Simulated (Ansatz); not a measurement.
The system is TaN.

```
CELL_PARAMETERS angstrom
2.92177 0.00000 0.00000
-1.46088 2.53033 0.00000
0.00000 0.00000 5.91652
ATOMIC_POSITIONS crystal
Ta 0.00000 0.00000 0.50000
Ta 0.00000 0.00000 0.00000
N 0.33333 0.66667 0.25000
N 0.66667 0.33333 0.75000
```

The cell comes from a database or a generator and needn't be the stable form of this composition.

Below is the output of Ansatz 0.2.0 for this cell. Logs are shortened: lines on timing, memory, paths and dates and some standing lists are left out, and cuts for length are marked.

```text
Warning: RAYON_NUM_THREADS=2 ignored (pool sized by the plan → 2); use --threads N
Engine: ansatz 0.2.0, aarch64-unknown-linux-gnu
Pseudopotentials: kind: paw
Pseudopotential: Ta, paw, valence charge 13, recommended cutoff 420 eV (normal), Ta.paw.azcp
Pseudopotential: N, paw, valence charge 5, recommended cutoff 420 eV (normal), N.paw.azcp
Functional definition: BLYP
  parameter beta = 0.0042
  parameter a = 0.04918
  parameter b = 0.132
  parameter c = 0.2533
  parameter d = 0.349
  exchange = b88_x(beta = beta)
  correlation = lyp_c(a = a, b = b, c = c, d = d)
Crystal: 4 atoms, lattice volume = 43.741 Å³
Basis set: ecut = 420 eV, 847 PW (Γ), exchange–correlation on 40×40×80 points (8 copies of the dense FFT grid, shifted against one another)
Bands: 22, of which v1, the nominal top of the filled ones, is band 18 counted from 1 (17 counted from 0)
Symmetry: 24 space group operations
Space group: P63/mmc (ITA 194), of the structure as read, at distance tolerance 3.5e-5 Å
k-points: 42 of 500
Non-local potential: Ta, projectors of the file, l = 0: 3, l = 1: 2, l = 2: 2, l = 3: 1
Non-local potential: N, projectors of the file, l = 0: 2, l = 1: 2, l = 2: 1
PAW form: soft (Blöchl's): semilocal exchange-correlation on the pseudo side does not see the compensation charge
PAW frozen core: Ta, regenerated for the run's functional, and the local potential with it (the file was generated under x = pbe(κ = 0.804, μ = 0.2195149727645171), c = pbe(β = 0.06672455060314922))
PAW frozen core: N, regenerated for the run's functional, and the local potential with it (the file was generated under x = pbe(κ = 0.804, μ = 0.2195149727645171), c = pbe(β = 0.06672455060314922))
PAW one-centre angular grid: Ta, 590 points (default); XC on 64 Gauss nodes
PAW one-centre angular grid: N, 110 points (default); XC on 64 Gauss nodes
Initial density: superposition of atomic densities (neutral atoms: chi_scale 0, normalization atom), corrected by the library's trained network
Initial wavefunctions: pseudopotential atomic-orbital guess
Functional: x = b88, c = lyp
SCF iter   1: F=—  HF=-20686.559285 eV  |F-HF|=—  |Δ(HF+E_count)|=         —  Δρ=2.56e-2  dr2=2.84e-1  ethr=1.77e-3  ⟨swp⟩=5.8  Hψ=4201  notcnv=0
[... 76 lines left out ...]
Harris-Foulkes:  -20686.534769 eV  (|F-HF|=3.64e-12)
Internal energy: -20686.523689 eV  (E = F + TS)
E sigma→0 (E₀):  -20686.529229 eV
Entropy (-TS):   -0.011080 eV (-2.770 meV/atom)
Fermi energy:    19.726692 eV
--- Per-component energies (eV) ---
  E_band       = -119.360481
  E_kinetic    = 997.296462
  E_local      = -1271.764625  (includes V_loc(G=0)·N_el)
  E_nonlocal   = 120.537269
  E_hartree    = 425.441199
  E_xc         = -549.868936
  E_vxc        = -551.883946  (∫ρ·V_xc dr)
  E_paw        = -17107.671607  (= ΣΔE_a)
  E_vpaw       = -264.428573  (= ΣTr[D̂ρ^β])
  E_aug_tail   = 0.000493  (compensation charges beyond the density's cutoff)
  E_ewald      = -3300.968014
  E_core_change = 0.474070  (= ΣΔE_core)
  E_smearing   = -0.011080  (= −TS)
  E_closure    = 0.000000  (closes the sum)
  Σ components = -20686.534769   (vs F -20686.534769, Δ=0.00e0)
--- Forces (eV/Å), atoms counted from 1 ---
  atom   1  Ta    -0.00000000     0.00000000     0.00000000
  atom   2  Ta    -0.00000000    -0.00000000     0.00000000
  atom   3  N     -0.00000000    -0.00000000    -0.00000000
  atom   4  N     -0.00000000     0.00000000     0.00000000
  max |Σ_I F_I| component: 1.11e-16 eV/Å
--- Stress (GPa, compression-positive) ---
        0.005861       0.000000      -0.000000
       -0.000000       0.005861       0.000000
       -0.000000       0.000000       0.002338
  P = ⅓ Tr σ = 0.0047 GPa (0.047 kbar)
--- Band table (eV; the first three rows and the last of 42) ---
  k-point 0: bands = ["-48.9313", "-48.8994", "-15.9356", "-15.2730", "-15.0582", "-15.0582", "-15.0042", "-15.0042", "2.5410", "4.6899", "10.8251", "15.0330", "15.0330", "15.6700", "16.3275", "17.7399", "17.7399", "19.4870", "19.4870", "20.2169", "20.2169", "21.9210"]
  k-point 1: bands = ["-48.9283", "-48.9025", "-15.8755", "-15.3398", "-15.0531", "-15.0531", "-15.0094", "-15.0094", "2.7128", "4.4285", "11.2119", "14.7425", "15.1868", "15.1868", "17.1731", "17.1898", "17.1898", "20.0099", "20.0099", "20.3176", "20.3176", "21.2669"]
  k-point 2: bands = ["-48.9203", "-48.9105", "-15.7153", "-15.5108", "-15.0396", "-15.0396", "-15.0229", "-15.0229", "3.1838", "3.8266", "12.1888", "13.4483", "15.6358", "15.6358", "16.3386", "16.3386", "18.4040", "19.8591", "20.5396", "20.5396", "20.5626", "20.5626"]
  k-point 41: bands = ["-48.8441", "-48.8348", "-15.7569", "-15.7250", "-15.5826", "-15.5544", "-15.4978", "-15.3252", "4.6117", "4.7003", "12.9297", "13.0520", "13.5786", "14.0154", "14.3413", "14.9176", "19.2262", "19.3289", "21.4159", "21.9548", "22.9438", "23.1432"]
--- Relaxed structure (5 steps of the walk, 5 accepted, 2 SCFs on fresh bases) ---
  F+E_penalty+E_count = -20686.53476908 eV   max|allowed force component| = 3.423e-16 eV/Å   (the final SCF, on the basis selected at the relaxed cell)
  cell:  # Å, volume = 45.1225 Å³
    - [2.955430921528482, 2.9200081659702616e-11, 1.0539544469768809e-29]
    - [-1.477715460789529, 2.5594782571591197, 9.242345252109763e-19]
    - [-9.486477710628691e-33, 2.1610832799704984e-18, 5.965144238875941]
  atoms:
    - { symbol: Ta, position: [2.407412430484045e-35, -4.81482486096809e-35, 0.49999999999999994] }
    - { symbol: Ta, position: [2.3194043210195502e-35, -7.016747828291798e-35, -1.6593769842665391e-35] }
    - { symbol: N, position: [0.3333333333333332, 0.6666666666666665, 0.24999999999999997] }
    - { symbol: N, position: [0.6666666666666666, 0.3333333333333332, 0.7499999999999999] }
```

Question: Write the input and the command behind it.

Answer: Relaxation of cell and atoms with BLYP, no spin polarisation. The files as run (others can give the same):

input.yaml
```yaml
crystal:
  lattice:
    - [2.9217699809, 0.0, 0.0]
    - [-1.4608849905, 2.5303270275, 0.0]
    - [0.0, 0.0, 5.916515]
  atoms:
    - { symbol: Ta, position: [0.0, 0.0, 0.5] }
    - { symbol: Ta, position: [0.0, 0.0, 0.0] }
    - { symbol: "N", position: [0.3333333333, 0.6666666667, 0.25] }
    - { symbol: "N", position: [0.6666666667, 0.3333333333, 0.75] }
hamiltonian:
  xc: blyp
  pseudopotentials: { kind: paw }
kpoints:
  mp_grid: { grid: [10, 10, 5] }
scf:
  occupations: { method: fermi_dirac, width: 0.05 }
output:
  forces: true
  stress: true
  eigenvalues: true
relax:
  f_tol: 0.01
  max_steps: 40
  cell: { stress_tol: 0.05 }
```

Potentials or basis: Ansatz PAW.
Command:
```bash
$ ansatz run input.yaml --threads 2 --pin off --max-ram 5632MiB --backend cpu --events-out ev --progress --plain --runs-dir out
```

Caveat: the plane-wave basis is chosen anew once the cell has moved, so the energies of steps on either side of that aren't comparable; the pressure holds a Pulay correction of +0.5 GPa for the finite cutoff; the PAW data sets come from PBE, with cores solved anew for the run's functional, which leaves a small shift of forces and pressure.
